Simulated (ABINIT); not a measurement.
Write the native input for ABINIT 10.8.3 (patched build) that does the following.

```
Task                : single point
Functional          : r2SCAN
Potentials or basis : Ansatz NC r2SCAN
Cutoff              : 1578 eV
k mesh              : 8 × 8 × 8
Occupations         : fermi-dirac, width 0.05 eV
Spin                : no spin polarisation
```

CdS (Hawleyite):

```
Cd S
1.0
     0.00000    2.91650    2.91650
     2.91650    0.00000    2.91650
     2.91650    2.91650    0.00000
Cd S
1 1
Direct
  0.00000 0.00000 0.00000
  0.75000 0.75000 0.75000
```

One way to write it, as run:

run.abi

```
pp_dirpath "./"
pseudos "Cd.upf, S.upf"

acell 7.7942771716 7.7942771716 7.7942771716
rprim
     0.0000000000     0.7071067812     0.7071067812
     0.7071067812     0.0000000000     0.7071067812
     0.7071067812     0.7071067812     0.0000000000
ntypat 2
znucl 48 16
natom 2
typat 1 2
xred
     0.0000000000     0.0000000000     0.0000000000
     0.7500000000     0.7500000000     0.7500000000

ecut 58.0

kptopt 1
ngkpt 8 8 8
nshiftk 1
shiftk 0.0 0.0 0.0

ixc -497498
usekden 1
nc_xccc_gspace 1
boxcutmin 3.0

nband 17
occopt 3
tsmear 0.00183747

nstep 100
tolvrs 1.0e-9

iomode 3
prtwf 0
prteig 0
prtebands 0
enunit 1
prtden 1
prtvha 1
prtvclmb 1
prtpot 1
```

Potentials or basis: Ansatz NC r2SCAN.

Launch:

```console
$ mpirun --bind-to none -np 4 abinit run.abi > log 2>&1
```

Results of the run:

```json
{"Pressure": "1.4 GPa", "Band gap on the k mesh": "1.60 eV, direct", "Valence electrons inside the program's atomic spheres": "Cd 17.18; S 3.91"}
```

It took 8.1 min on 4 MPI ranks on Arm Neoverse V2, with other jobs on the host, peak memory 1.6 GiB a rank.
